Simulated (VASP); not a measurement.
# GaP (F-43m) in VASP: further runs

The runs below take GaP through band structure, with PBE.

Program: VASP 6.6.1. These are calculated values, not measurements. Logs are shortened: lines on timing, memory, paths and dates and some standing lists are left out, and cuts for length are marked.

**The experiment to reproduce.**

“Stacking defects in GaP nanowires: Electronic structure and optical properties”, 2018, arxiv:1810.01194 quotes, for a bulk crystal of GaP at 10 K: band gap 2.34 eV (indirect).

How close the calculation comes is told below.

**1. The structure**

The structure is cubic, space group F-43m (No. 216). Conventional cell: a = 5.451 Å, b = 5.451 Å, c = 5.451 Å, α = 90.00°, β = 90.00°, γ = 90.00°. Ga (site symmetry -43m) is surrounded by 4 P at 2.36 Å. P (site symmetry -43m) has 4 Ga at 2.36 Å as nearest neighbours.

**2. Band structure, PBE**

Input file INCAR:

```
SYSTEM = GaP
  PREC = Accurate
  ENCUT = 900
  EDIFF = 1E-6
  ISMEAR = -1
  SIGMA = 0.05
  LREAL = .FALSE.
  LASPH = .TRUE.
  NELM = 100
  ALGO = Fast
  ISIF = 2
  LWAVE = .FALSE.
  LCHARG = .FALSE.
  GGA = PE
```

Input file KPOINTS:

```
Automatic mesh
0
G
  8 8 8
  0 0 0
```

Input file POSCAR:

```
GaP
1.0
    0.0000000000      2.7252500000      2.7252500000
    2.7252500000      0.0000000000      2.7252500000
    2.7252500000      2.7252500000      0.0000000000
Ga P
1 1
Direct
    0.0000000000      0.0000000000      0.0000000000
    0.7500000000      0.7500000000      0.7500000000
```

Input file KPOINTS_OPT:

```
path GXWKGLUWLK,UX
15
line-mode
reciprocal
 0.0000000000  0.0000000000  0.0000000000  G
 0.5000000000  0.0000000000  0.5000000000  X

 0.5000000000  0.0000000000  0.5000000000  X
 0.5000000000  0.2500000000  0.7500000000  W

 0.5000000000  0.2500000000  0.7500000000  W
 0.3750000000  0.3750000000  0.7500000000  K

 0.3750000000  0.3750000000  0.7500000000  K
 0.0000000000  0.0000000000  0.0000000000  G

 0.0000000000  0.0000000000  0.0000000000  G
 0.5000000000  0.5000000000  0.5000000000  L

 0.5000000000  0.5000000000  0.5000000000  L
 0.6250000000  0.2500000000  0.6250000000  U

 0.6250000000  0.2500000000  0.6250000000  U
 0.5000000000  0.2500000000  0.7500000000  W

 0.5000000000  0.2500000000  0.7500000000  W
 0.5000000000  0.5000000000  0.5000000000  L

 0.5000000000  0.5000000000  0.5000000000  L
 0.3750000000  0.3750000000  0.7500000000  K

 0.6250000000  0.2500000000  0.6250000000  U
 0.5000000000  0.0000000000  0.5000000000  X
```

Potentials or basis: VASP PAW PBE potentials, release 64 (Ga_h, P_h).

On the command line:

```bash
$ cat potpaw_PBE.64/Ga_h/POTCAR potpaw_PBE.64/P_h/POTCAR > POTCAR
$ mpirun -np 1 vasp_std > vasp.out
```

OUTCAR:

```text
SYSTEM = GaP
   PREC = Accurate
   ENCUT = 900
   EDIFF = 1E-6
   ISMEAR = -1
   LREAL = .FALSE.
   LASPH = .TRUE.
   NELM = 100
   ISIF = 2
   GGA = PE

 ion  position               nearest neighbor table
   1  0.000  0.000  0.000-
   2  0.750  0.750  0.750-

  LATTYP: Found a face centered cubic cell.
 ALAT       =     5.4505000000

  Lattice vectors:

 A1 = (   0.0000000000,   2.7252500000,   2.7252500000)
 A2 = (   2.7252500000,   0.0000000000,   2.7252500000)
 A3 = (   2.7252500000,   2.7252500000,   0.0000000000)

Analysis of symmetry for initial positions (statically):
=====================================================================
 Subroutine PRICEL returns:
 Original cell was already a primitive cell.

 Routine SETGRP: Setting up the symmetry group for a
 face centered cubic supercell.

 Subroutine GETGRP returns: Found 24 space group operations
 (whereof 24 operations were pure point group operations)
 out of a pool of 48 trial point group operations.

The static configuration has the point symmetry T_d .

Analysis of symmetry for dynamics (positions and initial velocities):
=====================================================================
 Subroutine PRICEL returns:
 Original cell was already a primitive cell.

 Routine SETGRP: Setting up the symmetry group for a
 face centered cubic supercell.

 Subroutine GETGRP returns: Found 24 space group operations
 (whereof 24 operations were pure point group operations)
 out of a pool of 48 trial point group operations.

The dynamic configuration has the point symmetry T_d .

 Subroutine INISYM returns: Found 24 space group operations
 (whereof 24 operations are pure point group operations),
 and found     1 'primitive' translations

----------------------------------------------------------------------------------------

                                     Primitive cell

  volume of cell :      40.4808

  direct lattice vectors                    reciprocal lattice vectors
     0.000000000  2.725250000  2.725250000    -0.183469406  0.183469406  0.183469406
     2.725250000  0.000000000  2.725250000     0.183469406 -0.183469406  0.183469406
     2.725250000  2.725250000  0.000000000     0.183469406  0.183469406 -0.183469406

  length of vectors
     3.854085511  3.854085511  3.854085511     0.317778334  0.317778334  0.317778334

  position of ions in fractional coordinates (direct lattice)
     0.000000000  0.000000000  0.000000000
[... 83 lines left out ...]
   NFREE  =      0    steps in history (QN), initial steepest desc. (CG)
   ISIF   =      2    stress and relaxation
   ISYM   =      2    0-nonsym 1-usesym 2-fastsym
   POTIM  = 0.5000    time-step for ionic-motion
   TEBEG  =    0.0;   TEEND  =   0.0 temperature during run
   PSTRESS=    0.0 pullay stress
   NELECT =      18.0000    total number of electrons
   NUPDOWN=      -1.0000    fix difference up-down
   EMIN   =  10.00;   EMAX   =-10.00  energy-range for DOS
   EFERMI =   0.00;   METHOD = LEGACY
   ISMEAR =    -1;   SIGMA  =   0.05  broadening in eV -4-tet -1-fermi 0-gaus
   EFERMI_NEDOS =   21; number of points for ismear=-14 and -15
   IALGO  =     68    algorithm
   IMIX   =      4    mixing-type and parameters
     AMIX     =   0.40;   BMIX     =  1.00
     AMIX_MAG =   1.60;   BMIX_MAG =  1.00
  volume/ion in A,a.u.               =      20.24       136.59
  Fermi-wavevector in a.u.,A,eV,Ry     =   1.249538  2.361284 21.243377  1.561344
  Thomas-Fermi vector in A             =   2.383574
   LORBIT       =      0    0 simple, 1 ext, 2 COOP (PROOUT), +10 PAW based schemes
   GGA     = PE    functional components
   LHFCALC =     F    Hartree Fock is set to
   AEXX    =    0.0000 exact exchange contribution
   IVDW    =     0    specifies the selected vdW correction
   LEPSILON=     F    determine dielectric tensor
   LRPA    =     F    only Hartree local field effects (RPA)
 non-spin polarized calculation
 RMM-DIIS sequential band-by-band and
  energy-cutoff  :      900.00
  volume of cell :       40.48
 maximum number of plane-waves:      2509
 NGX is ok and might be reduce to    40
   NGX = 19   NGY = 19   NGZ = 19

 number of electron      18.0000006 magnetization

 Free energy of the ion-electron system (eV)
  ---------------------------------------------------
  ext. energy  EPLUGINS =         0.00000000
  ---------------------------------------------------
  free energy    TOTEN  =        -9.11619130 eV

  energy without entropy =       -9.11619130  energy(sigma->0) =       -9.11619130

 E-fermi :   6.3958     XC(G=0):  -9.8247

 val. band max:        5.6061037537   @ k =   0.0000   0.0000   0.0000
 cond. band min:       7.2484294934   @ k =   0.3750   0.3750   0.0000
 fundamental gap:      1.6423257396
 Fermi energy:         6.3957876929

 k-point     1 :       0.0000    0.0000    0.0000
  band No.  band energies     occupation
      1      -8.9209      2.00000
      2      -8.9209      2.00000
      3      -8.9209      2.00000
      4      -8.8216      2.00000
      5      -8.8216      2.00000
      6      -6.8895      2.00000
      7       5.6061      2.00000
      8       5.6061      2.00000
      9       5.6061      2.00000
     10       7.4338      0.00000
     11       9.4926      0.00000
     12       9.4926      0.00000
     13       9.4926      0.00000
[... 354 lines left out ...]
  band No.  band energies     occupation
      1      -9.0103      2.00000
      2      -8.8898      2.00000
      3      -8.8777      2.00000
      4      -8.8267      2.00000
      5      -8.8143      2.00000
      6      -4.4155      2.00000
      7      -0.8124      2.00000
      8       2.4121      2.00000
      9       3.6708      2.00000
     10       9.0637      0.00000
     11       9.9046      0.00000
     12      12.0593      0.00000
     13      13.5214      0.00000

 [... further k-points ...]
[... 5 lines left out ...]
  --------------------------------------------------------------------------------------
  -------------------------------------------------------------------------------------
  Total        0.6325775      0.6325775      0.6325775     -0.0000000      0.0000000     -0.0000000
  in kB       25.0365959     25.0365959     25.0365959     -0.0000000      0.0000000     -0.0000000
  external PRESSURE =      25.0365959 kB  Pullay stress =       0.0000000 kB

 VOLUME and BASIS-vectors are now :
 -----------------------------------------------------------------------------
  energy-cutoff  :      900.00
  volume of cell :       40.48
      direct lattice vectors                 reciprocal lattice vectors
     0.000000000  2.725250000  2.725250000    -0.183469406  0.183469406  0.183469406
     2.725250000  0.000000000  2.725250000     0.183469406 -0.183469406  0.183469406
     2.725250000  2.725250000  0.000000000     0.183469406  0.183469406 -0.183469406

 POSITION                                       TOTAL-FORCE (eV/Angst)
 -----------------------------------------------------------------------------------
      0.00000      0.00000      0.00000         0.000000      0.000000      0.000000
      4.08788      4.08788      4.08788        -0.000000     -0.000000     -0.000000
 -----------------------------------------------------------------------------------
    total drift:                               -0.000000     -0.000000     -0.000000

  FREE ENERGIE OF THE ION-ELECTRON SYSTEM (eV)
  ---------------------------------------------------
  free  energy   TOTEN  =        -9.1161913027 eV

  energy  without entropy=       -9.1161912997  energy(sigma->0) =       -9.11619130
```

OSZICAR:

```text
N       E                     dE             d eps       ncg     rms          rms(c)
DAV:   1     0.131795405717E+03    0.13180E+03   -0.12607E+04   754   0.240E+03
DAV:   2    -0.670488337305E+00   -0.13247E+03   -0.12830E+03   779   0.434E+02
DAV:   3    -0.915445881280E+01   -0.84840E+01   -0.83425E+01   999   0.108E+02
DAV:   4    -0.937983536591E+01   -0.22538E+00   -0.22523E+00  1014   0.186E+01
DAV:   5    -0.938882794334E+01   -0.89926E-02   -0.89918E-02  1065   0.329E+00    0.299E+00
RMM:   6    -0.914135091679E+01    0.24748E+00   -0.41635E-01   870   0.871E+00    0.161E+00
RMM:   7    -0.911476184732E+01    0.26589E-01   -0.19093E-01   932   0.417E+00    0.619E-01
RMM:   8    -0.911485250532E+01   -0.90658E-04   -0.26371E-02  1006   0.223E+00    0.238E-01
RMM:   9    -0.911578133099E+01   -0.92883E-03   -0.12424E-02   953   0.181E+00    0.705E-02
RMM:  10    -0.911627947105E+01   -0.49814E-03   -0.61211E-03   999   0.137E+00    0.743E-02
[... 48 further cycles ...]
DAV:   8    -0.250456594263E+04   -0.31839E-05      770
DAV:   9    -0.250456594298E+04   -0.35557E-06      677
       N       E                     dE             ncg
DAV:   1     0.209170758292E+05   -0.41201E+04      130
DAV:   2     0.202697107955E+05   -0.64737E+03      135
DAV:   3     0.202345349283E+05   -0.35176E+02      175
DAV:   4     0.202335266753E+05   -0.10083E+01      204
DAV:   5     0.202334994040E+05   -0.27271E-01      191
DAV:   6     0.202334988608E+05   -0.54324E-03      199
DAV:   7     0.202334988393E+05   -0.21502E-04      191
DAV:   8     0.202334988390E+05   -0.24143E-06      130
```

It took 60 s on 1 thread of Intel Xeon 6975P-C (Granite Rapids), shared host; peak memory 0.27 GiB.

Results:

```
Free energy             : -9.1162 eV
Pressure                : 2.5 GPa
Band gap on the k mesh  : 1.64 eV, indirect (least direct gap 1.83 eV)
Band gap along the path : 1.59 eV, indirect (least direct gap 1.83 eV)
```

Levels at the corners of the path, in eV from the valence-band top:
| point | band 6 | band 7 | band 8 | band 9 | band 10 | band 11 | band 12 | band 13 |
| --- | --- | --- | --- | --- | --- | --- | --- | --- |
| Γ | -12.50 | 0.00 | 0.00 | 0.00 | 1.83 | 3.89 | 3.89 | 3.89 |
| X | -9.53 | -6.76 | -2.68 | -2.68 | 1.65 | 1.82 | 10.59 | 10.59 |
| X | -9.53 | -6.76 | -2.68 | -2.68 | 1.65 | 1.82 | 10.59 | 10.59 |
| W | -9.44 | -6.55 | -3.58 | -3.42 | 4.70 | 4.87 | 6.10 | 6.15 |
| W | -9.44 | -6.55 | -3.58 | -3.42 | 4.70 | 4.87 | 6.10 | 6.15 |
| K | -9.56 | -6.55 | -3.94 | -2.26 | 2.19 | 4.80 | 8.24 | 8.26 |
| K | -9.56 | -6.55 | -3.94 | -2.26 | 2.19 | 4.80 | 8.24 | 8.26 |
| Γ | -12.50 | 0.00 | 0.00 | 0.00 | 1.83 | 3.89 | 3.89 | 3.89 |
| Γ | -12.50 | 0.00 | 0.00 | 0.00 | 1.83 | 3.89 | 3.89 | 3.89 |
| L | -10.43 | -6.63 | -1.12 | -1.12 | 1.67 | 4.72 | 4.72 | 8.28 |
| L | -10.43 | -6.63 | -1.12 | -1.12 | 1.67 | 4.72 | 4.72 | 8.28 |
| U | -9.56 | -6.55 | -3.94 | -2.26 | 2.19 | 4.80 | 8.24 | 8.26 |
| U | -9.56 | -6.55 | -3.94 | -2.26 | 2.19 | 4.80 | 8.24 | 8.26 |
| W | -9.44 | -6.55 | -3.58 | -3.42 | 4.70 | 4.87 | 6.10 | 6.15 |
| W | -9.44 | -6.55 | -3.58 | -3.42 | 4.70 | 4.87 | 6.10 | 6.15 |
| L | -10.43 | -6.63 | -1.12 | -1.12 | 1.67 | 4.72 | 4.72 | 8.28 |
| L | -10.43 | -6.63 | -1.12 | -1.12 | 1.67 | 4.72 | 4.72 | 8.28 |
| K | -9.56 | -6.55 | -3.94 | -2.26 | 2.19 | 4.80 | 8.24 | 8.26 |
| U | -9.56 | -6.55 | -3.94 | -2.26 | 2.19 | 4.80 | 8.24 | 8.26 |
| X | -9.53 | -6.76 | -2.68 | -2.68 | 1.65 | 1.82 | 10.59 | 10.62 |

(Continued in part 2 of 2.)
